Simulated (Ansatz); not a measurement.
# Field gradients of TaSi2 from run to run

Cell of run 1: a structure deposited in the COD, atoms as given.

```cif
data_TaSi2
_symmetry_space_group_name_H-M 'P6_422'
_symmetry_Int_Tables_number 181
_cell_length_a 4.7839
_cell_length_b 4.7839
_cell_length_c 6.5700
_cell_angle_alpha 90.000
_cell_angle_beta 90.000
_cell_angle_gamma 120.000
loop_
_atom_site_label
_atom_site_type_symbol
_atom_site_symmetry_multiplicity
_atom_site_Wyckoff_symbol
_atom_site_fract_x
_atom_site_fract_y
_atom_site_fract_z
Ta Ta 3 c 0.5000 0.0000 0.0000
Si Si 6 i 0.1590 0.3179 0.0000
```

One atom of each set is listed.

Relaxed positions (PBE, cell held):

Ta (0.5000, 0.0000, 0.0000)
Si (0.1590, 0.3179, 0.0000)

All runs are DFT with Ansatz 0.2.0 (plane waves and PAW, scalar-relativistic unless spin–orbit coupling is named, Γ-centred meshes, Fermi–Dirac smearing where given) in this cell.

Run 1: PBE, atoms as given; 420 eV, 11×11×7 k-points, smearing 0.02 eV.
Run 2: r2SCAN, at the relaxed atoms; 500 eV, 11×11×7 k-points, smearing 0.05 eV.
Run 3: PBE with spin–orbit coupling, at the relaxed atoms; 420 eV, 11×11×7 k-points, smearing 0.05 eV.
Run 4: LDA, at the relaxed atoms; 420 eV, 11×11×7 k-points, smearing 0.05 eV.
Run 5: PBEsol, at the relaxed atoms; 420 eV, 11×11×7 k-points, smearing 0.05 eV.

| run | Ta V_zz (η) | Si V_zz (η) |
| --- | --- | --- |
| 1 | 6.58 (0.80) | -2.76 (0.51) |
| 2 | ? | ? |
| 3 | 6.61 (0.78) | -2.74 (0.50) |
| 4 | 6.60 (0.79) | -2.82 (0.50) |
| 5 | 6.42 (0.82) | -2.74 (0.49) |

V_zz in 10²¹ V/m².

(1) Estimate the row of run 2.

Answers

(1) Ta: 6.70 (0.85); Si: -2.69 (0.51). It lies nearest to run 4, from whose tensors on these sites it differs by 0.27 at most (largest principal value of the difference, on Ta). Taken one at a time, the functional (between the two that differ most) moves the tensors on these sites by up to 0.33 (largest principal value of the change, on Ta), spin–orbit coupling by 0.04 (Ta).

With these PAW files V_zz is typically within 2 to 3 % of all-electron values, but misses above 10 % occur on Ta. In runs 1, 2, 3, 4, 5 there is no gap above 0.1 eV, so the gradients can move by 10 % or more with the k-mesh. The cell isn't the equilibrium one in run 4 (calculated pressure -6 GPa), and the entry's cell may itself be off.
